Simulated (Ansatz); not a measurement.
# What a change of settings does: Si (bcc type)

First run: DFT, PBE, PAW with Ansatz's default frozen-core files, scalar-relativistic (Ansatz 0.2.0).

Command: `ansatz run input.yaml --threads 2 --pin off --max-ram 4096MiB --backend cpu --events-out ev --progress --plain --runs-dir out` It took 3.6 s on 2 threads of Arm Neoverse V1 (shared host), peak memory 0.29 GiB.

```yaml
crystal:
  lattice:
    - [-1.587401052, 1.587401052, 1.587401052]
    - [1.587401052, -1.587401052, 1.587401052]
    - [1.587401052, 1.587401052, -1.587401052]
  atoms:
    - { symbol: Si, position: [0.0, 0.0, 0.0] }
kpoints:
  mp_grid: { grid: [19, 19, 19] }
scf:
  occupations: { method: fermi_dirac, width: 0.1 }
hamiltonian:
  xc: pbe
  pseudopotentials: { kind: paw }
output:
  forces: true
  stress: true
relax:
  f_tol: 0.005
  max_steps: 40
  cell: {}
```

The start is a guessed cell of a prototype that needn't be stable.

This run: bulk cell relaxed.

It converges in 19 SCF iterations over all geometries at a pressure of -0.02 GPa, ending at 14.66 Å³/atom, cutoff 420 eV.

The input is then changed:

```diff
   occupations: { method: fermi_dirac, width: 0.1 }
+  max_iter: 60
 hamiltonian:
   cell: {}
+basis:
+  ecutrho_ratio: 2
```

Problem. Does this change harm the result?

Solution. Not here: the run converges in 20 SCF iterations over all geometries at a pressure of -0.02 GPa, ending at 14.66 Å³/atom, cutoff 420 eV, free energy 0.0 meV/atom against the first run's, and its energy lies within 1 meV/atom of the first run's.
